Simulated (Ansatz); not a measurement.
## Pd (P63/mmc): majority and minority states

The source of the geometry is a structure from the Materials Project; atoms and cell stay fixed.

Settings: PBE, 14×14×7 k mesh, Fermi–Dirac smearing of 0.05 eV. LAPW is all-electron LAPW in Ansatz 0.2.0. Site moments are integrated in spheres about the atoms. DFT+U (Dudarev's form): U = 6.0 eV on Pd d.

The run was typed so:

```yaml
crystal:
  lattice:
    - [2.7836650458, 0.0, 0.0]
    - [-1.3918325229, 2.4107246453, 0.0]
    - [0.0, 0.0, 4.628893]
  atoms:
    - { symbol: Pd, position: [0.6666666667, 0.3333333333, 0.75], spin: 0.6 }
    - { symbol: Pd, position: [0.3333333333, 0.6666666667, 0.25], spin: 0.6 }
magnetization:
  spin_polarized: true
kpoints:
  mp_grid: { grid: [14, 14, 7] }
scf:
  occupations: { method: fermi_dirac, width: 0.05 }
hamiltonian:
  xc: pbe
  pseudopotentials: { kind: all_electron, lapw: { basis_error: 0.0005 } }
  hubbard: { sites: [{ species: Pd, l: d, u_eff: 6 }] }
output:
  forces: true
  stress: true
  eigenvalues: true
  hubbard: { sites: [{ species: Pd, l: d }] }
  populations: true
  dos: { projected: true, de: 0.1, e_range: [-10, 8] }
```

Command: `ansatz run input.yaml --threads 1 --pin off --max-ram 3072MiB --backend cpu --events-out ev --progress --plain --runs-dir out`

Problem. Give the density of states by spin, smoothed by a Gaussian of 0.15 eV.

Solution. 
```csv
E − E_F (eV),majority (states/eV/cell),minority (states/eV/cell)
-7.00,0.00,0.00
-6.60,0.00,0.00
-6.20,0.00,0.00
-5.80,0.02,0.00
-5.40,0.76,0.07
-5.00,1.91,0.88
-4.60,2.30,2.12
-4.20,2.15,2.20
-3.80,1.82,1.89
-3.40,1.63,1.83
-3.00,2.26,1.76
-2.60,2.43,2.18
-2.20,1.97,2.34
-1.80,1.62,2.05
-1.40,1.62,1.60
-1.00,2.02,1.56
-0.60,2.55,2.06
-0.20,0.43,1.95
0.20,0.13,1.01
0.60,0.14,0.15
1.00,0.15,0.15
1.40,0.15,0.15
1.80,0.16,0.16
2.20,0.17,0.17
2.60,0.19,0.19
3.00,0.21,0.21
3.40,0.22,0.22
3.80,0.24,0.24
4.20,0.28,0.28
```
Site moments (μB): Pd1 0.22, Pd2 0.22. Cell moment 0.42 μB.

Löwdin populations of d and f shells (filled inner shells left out):

```tsv
shell	up	down
Pd1 4d	4.92	4.71
Pd2 4d	4.92	4.71
```

These are results for the start and cell typed. The real compound can order otherwise, in a larger cell, or not at all, since semilocal functionals at zero temperature often overstate magnetism.
